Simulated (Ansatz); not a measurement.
Be2C (Fm-3m) from a database structure, relaxed with r2SCAN, was run in Ansatz 0.2.0 under altered settings. All numbers are computed, without spin polarisation but where a row says otherwise.

```
Be C
1.0
     0.00000    2.16049    2.16049
     2.16049    0.00000    2.16049
     2.16049    2.16049    0.00000
Be C
2 1
Cartesian
  3.2407 3.2407 3.2407
  1.0802 1.0802 1.0802
  0.0000 0.0000 0.0000
```

The base run's other keys:
```yaml
kpoints:
  mp_grid: { grid: [4, 4, 4] }
hamiltonian:
  xc: hse06
scf:
  occupations: { method: fixed }
  n_extra_bands: 4
```

It takes 10 iterations with 411 plane waves at 420 eV and 8 k points, and leaves a mean stress of -2.10 GPa. The gap over this mesh is 1.922 eV. It ran on 4 threads of Arm Neoverse N1, on a shared host.

Outcomes, with energy and stress as changes against the base:
```csv
setting,outcome,ΔF (meV/atom),Δ mean stress (GPa),gap on the mesh (eV),iterations,wall time
"PBE hybrid, exx coeff 0.75, omega 0.1 1/Å",converged,–,-5.7,4.603,14,3.1 s
"PBE hybrid, exx coeff 0.4, unscreened",converged,–,-1.8,3.568,13,2.7 s
"PBE hybrid, exx coeff 0.4, omega 0.2078 1/Å",converged,–,-1.8,2.413,10,2.7 s
basis.ecutwfc: 600,converged,-0.9,0.0,1.922,10,3.7 s
```
A dash marks a value that wasn't obtained or can't be compared. Stress is positive in compression. The base took 2.8 s.

- PBE hybrid, exx coeff 0.75, omega 0.1 1/Å. That is 75 % exact exchange, screened with ω = 0.1 1/Å, against HSE06's 25 % screened at 0.208 1/Å. The mean stress moves by -5.7 GPa and the gap on the mesh by +2.680 eV (to 4.603). Totals of different functionals aren't comparable. The program warns that on this mesh the truncation of the exchange isn't bounded, so part of the change can be an error of the mesh.
- PBE hybrid, exx coeff 0.4, unscreened. That is 40 % exact exchange, at all ranges, against HSE06's 25 % screened at 0.208 1/Å. The mean stress moves by -1.8 GPa and the gap on the mesh by +1.646 eV (to 3.568). Totals of different functionals aren't comparable.
- PBE hybrid, exx coeff 0.4, omega 0.2078 1/Å. That is 40 % exact exchange, screened with ω = 0.2078 1/Å, against HSE06's 25 % screened at 0.208 1/Å. The mean stress moves by -1.8 GPa and the gap on the mesh by +0.491 eV (to 2.413). Totals of different functionals aren't comparable. The program warns that on this mesh the truncation of the exchange isn't bounded, so part of the change can be an error of the mesh.

Within 1 meV an atom, 0.1 GPa and 0.005 eV of the base stay: basis.ecutwfc: 600.

The program warns that its thresholds are loose for a hybrid's stress.

The meshes of the hybrids are coarse, so their gaps aren't converged to the digits shown.
